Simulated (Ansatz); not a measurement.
Si:

```xyz
1
Lattice="2.6205 0.0000 0.0000 -1.3103 2.2695 0.0000 0.0000 0.0000 2.4664" Properties=species:S:1:pos:R:3 pbc="T T T"
Si    0.0000    0.0000    0.0000
```

This isn't the form of Si at room conditions, which is diamond.

```yaml
Program: Ansatz 0.2.0
Task: relaxation of cell and atoms
Functional: RPBE
Dispersion: D3(BJ)
Potentials_or_basis: Ansatz PAW
Cutoff: "420 eV (not typed: the program's choice for these potentials)"
k_mesh: 12 × 12 × 11
Occupations: fermi-dirac, width 0.05 eV
Spin: no spin polarisation
```

At the start: volume 14.67 Å³/atom.

Where does the relaxation end?

It ends after 5 steps and the volume is 12.57 Å³/atom (-14.3 %); space group P6/mmm (No. 191, to 0.05 Å).

Step by step:
```csv
step,energy change (eV),largest force (eV/Å),volume (Å³)
1,0.0000,0.0000,14.67
2,-0.1439,0.0000,12.88
3,-0.1475,0.0000,12.48
4,-0.1481,0.0000,12.57
5,-0.1480,0.0000,12.57
```

Final structure:
```xyz
1
Lattice="2.4773 0.0000 0.0000 -1.2386 2.1454 0.0000 0.0000 0.0000 2.3651" Properties=species:S:1:pos:R:3 pbc="T T T"
Si    0.0000    0.0000    0.0000
```

Caveat: the plane-wave basis is chosen anew once the cell has moved, so the energies of steps on either side of that aren't comparable; pairwise dispersion overbinds metals, which lowers pressure and volume; the PAW data sets come from PBE, with cores solved anew for the run's functional, which leaves a small shift of forces and pressure.
